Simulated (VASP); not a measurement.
H17O8F, 26 atoms in the cell. The cell holds a amorphous, 26 atoms: a = 6.705 Å, b = 6.705 Å, c = 6.705 Å, α = 90.00°, β = 90.00°, γ = 90.00°. The cell was built by a generator and needn't be a form met in nature.

- Program: VASP 6.6.1
- Task: single point
- Functional: PBE
- Potentials or basis: VASP PAW PBE potentials, release 64 (O, H, F)
- Cutoff: 520 eV
- k mesh: 1 × 1 × 1
- Occupations: fermi-dirac, width 0.05 eV
- Spin: no spin polarisation
- Dipole correction: no
- Further INCAR settings: LREAL = Auto; ALGO = Normal; EDIFF = 1e-06; NBANDS = 55

Potentials or basis: VASP PAW PBE potentials, release 64 (O, H, F).

The run is started by

```sh
$ cat potpaw_PBE.64/O/POTCAR potpaw_PBE.64/H/POTCAR potpaw_PBE.64/F/POTCAR > POTCAR
$ mpirun -np 1 vasp_gam > vasp.out
```

Hardware: 1 thread of Intel(R) Xeon(R) Platinum 8375C CPU @ 2.90GHz (Ice Lake) (shared host).

Q: How long does it take, and how much memory?

A: Run time: 28 s on 1 thread of Intel(R) Xeon(R) Platinum 8375C CPU @ 2.90GHz (Ice Lake), with other jobs on the host, peak memory 0.31 GiB. Counts: scf iterations 16, k points 1.
